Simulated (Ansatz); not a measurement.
**Eigenvalues along a path: Gd (bcc type)**

```
CELL_PARAMETERS angstrom
-2.02829 2.02829 2.02829
2.02829 -2.02829 2.02829
2.02829 2.02829 -2.02829
ATOMIC_POSITIONS crystal
Gd 0.00000 0.00000 0.00000
```

The cell comes from a relaxation on PAW files under the same functional, begun from a prototype that needn't be the stable phase.

Computed with Ansatz 0.2.0; functional PBE, scalar-relativistic. Settings: a Γ-centred 15×15×15 k mesh, Fermi–Dirac smearing of 0.08 eV, spin-polarised from start moments Gd 7 μB. Methods: LAPW: all electrons, basis error target 1 meV/atom.

The open f shell is treated without a Hubbard term, so these are results of the method, and the state needn't be the lowest. Spin–orbit coupling is left out, which matters for the heavy atoms.

Path points, in fractions of the reciprocal vectors: Γ (0.000, 0.000, 0.000), H (0.500, -0.500, 0.500), N (0.000, 0.000, 0.500), P (0.250, 0.250, 0.250). The distance column jumps between branches of the path. Levels in eV from the Fermi level, spin up; bands 7 to 20, counted from the lowest band of the run. The gap is zero, the pressure 0.01 GPa.

```
# k(1/Å) point b7 b8 b9 b10 b11 b12 b13 b14 b15 b16 b17 b18 b19 b20
0.000 Γ -22.31 -22.31 -22.31 -5.03 -4.73 -4.73 -4.73 -4.61 -4.61 -4.61 -4.58 1.30 1.30 1.30
0.221 - -22.36 -22.33 -22.33 -4.75 -4.73 -4.73 -4.73 -4.62 -4.61 -4.61 -4.59 1.25 1.25 1.45
0.443 - -22.48 -22.40 -22.40 -4.72 -4.70 -4.70 -4.64 -4.63 -4.62 -4.62 -3.95 1.20 1.20 1.89
0.664 - -22.62 -22.49 -22.49 -4.71 -4.67 -4.67 -4.67 -4.67 -4.63 -4.63 -2.83 0.68 1.36 1.36
0.885 - -22.72 -22.60 -22.60 -4.71 -4.69 -4.68 -4.66 -4.66 -4.63 -4.63 -1.78 -0.38 1.84 1.84
1.106 - -22.77 -22.70 -22.70 -4.74 -4.69 -4.67 -4.67 -4.64 -4.61 -4.61 -1.42 -1.19 2.72 2.72
1.328 - -22.79 -22.76 -22.76 -4.76 -4.69 -4.68 -4.68 -4.61 -4.60 -4.60 -1.71 -1.70 3.99 3.99
1.549 H -22.79 -22.79 -22.79 -4.76 -4.68 -4.68 -4.68 -4.59 -4.59 -4.59 -1.89 -1.89 5.44 5.44
1.705 - -22.80 -22.78 -22.77 -4.76 -4.68 -4.68 -4.68 -4.60 -4.59 -4.59 -1.80 -1.79 4.28 4.33
1.862 - -22.83 -22.74 -22.70 -4.75 -4.69 -4.68 -4.67 -4.62 -4.60 -4.60 -1.57 -1.49 2.96 3.09
2.018 - -22.87 -22.69 -22.61 -4.74 -4.69 -4.69 -4.66 -4.63 -4.61 -4.61 -1.37 -1.03 1.96 2.02
2.175 - -22.91 -22.63 -22.50 -4.73 -4.70 -4.69 -4.65 -4.64 -4.62 -4.61 -1.48 -0.43 1.02 1.82
2.331 - -22.96 -22.58 -22.41 -4.72 -4.71 -4.69 -4.63 -4.63 -4.62 -4.61 -1.89 0.22 0.31 2.31
2.488 - -22.98 -22.55 -22.34 -4.72 -4.71 -4.70 -4.63 -4.62 -4.61 -4.60 -2.26 -0.14 0.82 3.03
2.644 N -22.99 -22.53 -22.31 -4.72 -4.71 -4.70 -4.63 -4.61 -4.61 -4.60 -2.40 -0.29 1.08 3.41
2.801 - -22.96 -22.52 -22.31 -4.72 -4.71 -4.69 -4.64 -4.62 -4.61 -4.60 -2.45 -0.23 0.84 3.44
2.957 - -22.87 -22.49 -22.31 -4.72 -4.69 -4.69 -4.65 -4.64 -4.62 -4.60 -2.67 -0.04 0.49 3.39
3.113 - -22.74 -22.45 -22.31 -4.72 -4.69 -4.68 -4.67 -4.65 -4.62 -4.60 -3.19 0.24 0.47 3.21
3.270 - -22.59 -22.40 -22.31 -4.72 -4.70 -4.70 -4.64 -4.64 -4.62 -4.60 -3.86 0.58 0.77 2.60
3.426 - -22.45 -22.35 -22.31 -4.73 -4.72 -4.72 -4.62 -4.62 -4.61 -4.59 -4.48 0.93 1.09 1.89
3.583 - -22.35 -22.32 -22.31 -4.89 -4.73 -4.73 -4.73 -4.61 -4.61 -4.61 -4.58 1.19 1.26 1.45
3.739 Γ -22.31 -22.31 -22.31 -5.03 -4.73 -4.73 -4.73 -4.61 -4.61 -4.61 -4.58 1.30 1.30 1.30
3.931 - -22.37 -22.32 -22.32 -4.82 -4.73 -4.73 -4.73 -4.62 -4.61 -4.61 -4.59 1.17 1.17 1.56
4.123 - -22.52 -22.34 -22.34 -4.72 -4.71 -4.71 -4.64 -4.62 -4.62 -4.60 -4.21 0.79 0.79 2.34
4.314 - -22.69 -22.37 -22.37 -4.71 -4.69 -4.69 -4.68 -4.62 -4.62 -4.61 -3.33 0.27 0.27 3.46
4.506 - -22.82 -22.42 -22.42 -4.70 -4.69 -4.68 -4.68 -4.63 -4.62 -4.62 -2.29 -0.16 -0.16 3.74
4.697 - -22.85 -22.49 -22.49 -4.71 -4.67 -4.67 -4.67 -4.64 -4.62 -4.62 -1.24 -0.40 -0.40 4.03
4.889 - -22.79 -22.57 -22.57 -4.71 -4.66 -4.66 -4.66 -4.65 -4.63 -4.63 -0.46 -0.44 -0.44 4.23
5.081 P -22.65 -22.65 -22.65 -4.70 -4.66 -4.66 -4.66 -4.64 -4.64 -4.64 -0.34 -0.34 -0.34 4.30
5.272 - -22.72 -22.72 -22.50 -4.71 -4.67 -4.67 -4.64 -4.64 -4.64 -4.62 -0.76 -0.22 -0.22 4.21
5.464 - -22.77 -22.77 -22.41 -4.72 -4.69 -4.69 -4.63 -4.63 -4.63 -4.61 -1.02 -0.21 -0.21 3.96
5.656 - -22.80 -22.80 -22.41 -4.73 -4.69 -4.69 -4.65 -4.63 -4.63 -4.61 -0.73 -0.41 -0.41 3.73
5.847 - -22.81 -22.81 -22.50 -4.73 -4.69 -4.69 -4.67 -4.63 -4.63 -4.60 -0.85 -0.85 0.20 3.78
6.039 - -22.80 -22.80 -22.63 -4.75 -4.68 -4.68 -4.68 -4.62 -4.62 -4.59 -1.36 -1.36 1.71 4.16
6.230 - -22.79 -22.79 -22.74 -4.76 -4.68 -4.68 -4.68 -4.60 -4.60 -4.59 -1.74 -1.74 3.64 4.79
6.422 H -22.79 -22.79 -22.79 -4.76 -4.68 -4.68 -4.68 -4.59 -4.59 -4.59 -1.89 -1.89 5.44 5.44
7.763 P -22.65 -22.65 -22.65 -4.70 -4.66 -4.66 -4.66 -4.64 -4.64 -4.64 -0.34 -0.34 -0.34 4.30
7.874 - -22.73 -22.65 -22.58 -4.70 -4.67 -4.66 -4.65 -4.64 -4.64 -4.63 -0.49 -0.44 -0.18 4.25
7.985 - -22.80 -22.63 -22.51 -4.71 -4.67 -4.67 -4.64 -4.64 -4.63 -4.62 -0.86 -0.48 0.03 4.10
8.095 - -22.86 -22.61 -22.44 -4.71 -4.69 -4.68 -4.64 -4.63 -4.63 -4.62 -1.31 -0.47 0.29 3.90
8.206 - -22.92 -22.58 -22.39 -4.71 -4.70 -4.69 -4.63 -4.62 -4.62 -4.62 -1.75 -0.42 0.57 3.70
8.317 - -22.96 -22.56 -22.35 -4.71 -4.71 -4.69 -4.63 -4.62 -4.61 -4.61 -2.10 -0.36 0.83 3.54
8.427 - -22.98 -22.54 -22.32 -4.72 -4.71 -4.70 -4.63 -4.61 -4.61 -4.60 -2.32 -0.31 1.01 3.44
8.538 N -22.99 -22.53 -22.31 -4.72 -4.71 -4.70 -4.63 -4.61 -4.61 -4.60 -2.40 -0.29 1.08 3.41
```
